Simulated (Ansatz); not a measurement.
Lutetium (bcc) across density functionals

All rows: Ansatz, plane waves with scalar-relativistic PAW, 420 eV (500 eV for the SCAN forms), relaxed under each functional, no dispersion correction, no zero-point motion. B₀ comes from uniform scaling at fixed shape; a dash is a value not given.

```
functional  V (Å³/atom)         cell  B₀ (GPa)     magnetic state  ΔE to hcp (meV/atom)
       PBE        29.69  a = 3.901 Å        43  spin not included                   141
    r²SCAN        29.61  a = 3.898 Å        44  spin not included                   113
    PBEsol        27.97  a = 3.824 Å        46  spin not included                   153
       LDA        26.24  a = 3.744 Å        50  spin not included                   164
    revPBE        30.75  a = 3.947 Å        41  spin not included                   131
      RPBE        31.14  a = 3.964 Å        40  spin not included                   127
      BLYP        30.23  a = 3.925 Å        42  spin not included                   148
```

LDA gives the smallest volume and RPBE the largest.
